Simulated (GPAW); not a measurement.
Ru:

```xyz
2
Lattice="2.7058 0.0000 0.0000 -1.3529 2.3433 0.0000 0.0000 0.0000 4.2819" Properties=species:S:1:pos:R:3 pbc="T T T"
Ru    1.3529    0.7811    3.2114
Ru    0.0000    1.5622    1.0705
```

Base run:

```yaml
Program: GPAW 26.7.0
Functional: AM05
Potentials_or_basis: PAW data sets generated in the run's folder for this functional
Cutoff: 600 eV
Basis: pw
k_mesh: 11 × 11 × 6
Occupations: fermi-dirac, width 0.05 eV
Spin: no spin polarisation
```

Its results: pressure -8.9 GPa.

Task: The run is repeated on the same cell with these changes: functional from AM05 to revPBE; potentials or basis from PAW data sets generated in the run's folder for this functional to the program's PAW data sets (release 1.2.1) made for this functional. What comes out?

Result: Pressure 7.3 GPa.
